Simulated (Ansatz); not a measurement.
# C: the cost of one run

Computed with Ansatz 0.2.0 (DFT PBEsol, scalar-relativistic, plane waves, PAW, unless a step's input says otherwise).

19 further runs of the same task are left out: 19 set aside as unsound or not needed.

## Step 1: The starting structure

The structure is orthorhombic, space group Fmmm (No. 69). Conventional cell: a = 2.459 Å, b = 4.258 Å, c = 7.378 Å, α = 90.00°, β = 90.00°, γ = 90.00°. Around C (site symmetry m2m) lie 3 C at 1.42 Å.

As a file:

```
C
1.0
     1.22947   -2.12908    0.00000
     1.22947    2.12908    0.00000
     0.00000    0.00000    7.37782
C
4
Direct
  0.08332 0.91668 0.74984
  0.58332 0.41668 0.25016
  0.91668 0.08332 0.25016
  0.41668 0.58332 0.74984
```

It goes back to an entry of the Materials Project, which need not be the stable form.

It is the result of an earlier relaxation at this level (volume 9.66 Å³/atom; gap on the mesh: none (metal)).

## Step 2: What is varied

The energy is mapped over two homogeneous strains (x along [1 0 0], y along [0 1 0], z along [0 0 1] of the conventional cell).

First coordinate, normal strain along x: 7 values from −7.00 %. Second coordinate, normal strain along y: 7 values from −7.00 %.

Nothing else is relaxed (fractional coordinates fixed). Energies count from the relaxed crystal. Points are written as (first, second).

## Step 3: Grid point (4.67 %, −7.00 %)

Input file input.yaml:

```yaml
crystal:
  lattice:
    - [1.2868910834, -1.9800490057, 0.0]
    - [1.2868910834, 1.9800490057, 0.0]
    - [0.0, 0.0, 7.3778182888]
  atoms:
    - { symbol: C, position: [0.0833216498, 0.9166783502, 0.7498439858] }
    - { symbol: C, position: [0.5833216498, 0.4166783502, 0.2501560142] }
    - { symbol: C, position: [0.9166783502, 0.0833216498, 0.2501560142] }
    - { symbol: C, position: [0.4166783502, 0.5833216498, 0.7498439858] }
basis:
  ecutwfc: 520.0
kpoints:
  mp_grid: { grid: [18, 18, 6] }
hamiltonian:
  xc: pbesol
  pseudopotentials: { kind: paw, azcp: { folder: soft_1 } }
scf:
  occupations: { method: gaussian, width: 0.15 }
output:
  forces: true
  stress: true
  eigenvalues: true
```

Started as:

```console
$ ansatz run input.yaml --threads 2 --pin off --max-ram 4096MiB --backend cpu --events-out ev --progress --plain --runs-dir out
```

**Question.** How long does this run take on 2 threads of Arm Neoverse N1, shared host, and how much memory does it need?

About 12 s, with a peak of 0.45 GiB.
